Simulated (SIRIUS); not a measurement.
# AlAu: equation of state with PBEsol

Crystal: AlAu.

```xyz
2
Lattice="3.2239 0.0000 0.0000 0.0000 3.2239 0.0000 0.0000 0.0000 3.2239" Properties=species:S:1:pos:R:3 pbc="T T T"
Au    1.6120    1.6120    1.6120
Al    0.0000    0.0000    0.0000
```

The cell comes from a database or a generator and needn't be the stable form of this composition.

```
Program             : SIRIUS 7.12.0
Task                : equation of state
Functional          : PBEsol
Potentials or basis : all-electron FP-LAPW
Cutoff              : 164 eV
Basis               : apw+lo standard
k mesh              : 8 × 8 × 8
Occupations         : fermi-dirac, width 0.05 eV
Spin                : no spin polarisation
```

```yaml
Equilibrium_volume: 16.01 Å³/atom
Bulk_modulus: 131 GPa
Pressure_derivative_of_the_bulk_modulus: 6.3
```

Energy against volume, from the lowest point:
| volume (Å³/atom) | energy (meV/atom) |
| --- | --- |
| 15.749 | 1.70 |
| 16.084 | 0.00 |
| 16.419 | 3.73 |
| 16.755 | 12.57 |
| 17.090 | 25.01 |
| 17.425 | 41.41 |
| 17.760 | 60.49 |

All runs of the series together: 7.3 min on 1 thread of Arm Neoverse V1 (shared host).

Spin-orbit coupling is left out, which matters for the levels of Au.
